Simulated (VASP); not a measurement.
Input of a VASP 6.6.1 run:

INCAR

```
SYSTEM = Cu16N
AGGAC = 0.0
ALGO = Fast
EDIFF = 1E-6
ENCUT = 400
GGA = MK
ISIF = 2
ISMEAR = 1
ISYM = 0
KPAR = 4
LASPH = .TRUE.
LCHARG = .FALSE.
LREAL = Auto
LUSE_VDW = .TRUE.
LWAVE = .FALSE.
NBANDS = 104
NELM = 60
PARAM1 = 0.1234
PARAM2 = 0.711357
PREC = Accurate
SIGMA = 0.1
ZAB_VDW = -1.8867
```

The input KPOINTS:

```
k-points
0
G
  6 6 1
  0 0 0
```

Contents of POSCAR:

```
Cu16N
1.0
    5.1053109602      0.0000000000      0.0000000000
    0.0000000000      5.1053109602      0.0000000000
    0.0000000000      0.0000000000     21.9150000000
Cu N
16 1
Direct
    0.2500000000      0.2500000000      0.1141000000
    0.7500000000      0.2500000000      0.1141000000
    0.2500000000      0.7500000000      0.1141000000
    0.7500000000      0.7500000000      0.1141000000
    0.0000000000      0.0000000000      0.1964000000
    0.5000000000      0.0000000000      0.1964000000
    0.0000000000      0.5000000000      0.1964000000
    0.5000000000      0.5000000000      0.1964000000
    0.2500000000      0.2500000000      0.2767000000
    0.7500000000      0.2500000000      0.2770000000
    0.2500000000      0.7500000000      0.2770000000
    0.7500000000      0.7500000000      0.2797000000
    0.9949000000      0.9949000000      0.3601000000
    0.5051000000      0.9949000000      0.3601000000
    0.9949000000      0.5051000000      0.3601000000
    0.5051000000      0.5051000000      0.3601000000
    0.2500000000      0.2500000000      0.3825000000
```

Potentials or basis: VASP PAW PBE potentials, release 64 (Cu, N).

Command:

```sh
$ cat potpaw_PBE.64/Cu/POTCAR potpaw_PBE.64/N/POTCAR > POTCAR
$ mpirun -np 4 vasp_std > vasp.out
```

Question: What does it give for the largest force?

Answer: 0.298 eV/Å.

Question: Predict the band gap on the k mesh.

Answer: None (metal or under the smearing width).

Forces in eV/Å, atoms in the order of the input:
```
Cu   0.000  0.000  0.176
Cu   0.000  0.000  0.177
Cu   0.000  0.000  0.177
Cu   0.000  0.000  0.187
Cu  -0.039 -0.039 -0.292
Cu   0.039 -0.039 -0.292
Cu  -0.039  0.039 -0.292
Cu   0.039  0.039 -0.292
Cu   0.000  0.000  0.034
Cu   0.000  0.000  0.045
Cu   0.000  0.000  0.045
Cu   0.000  0.000  0.052
Cu  -0.029 -0.029  0.081
Cu   0.029 -0.029  0.081
Cu  -0.029  0.029  0.081
Cu   0.029  0.029  0.081
N    0.000  0.000 -0.047
```

Caveat: the PAW data sets were made with another functional, which shifts forces and pressure a little; the run has no spin polarisation, though such a crystal can be magnetic.
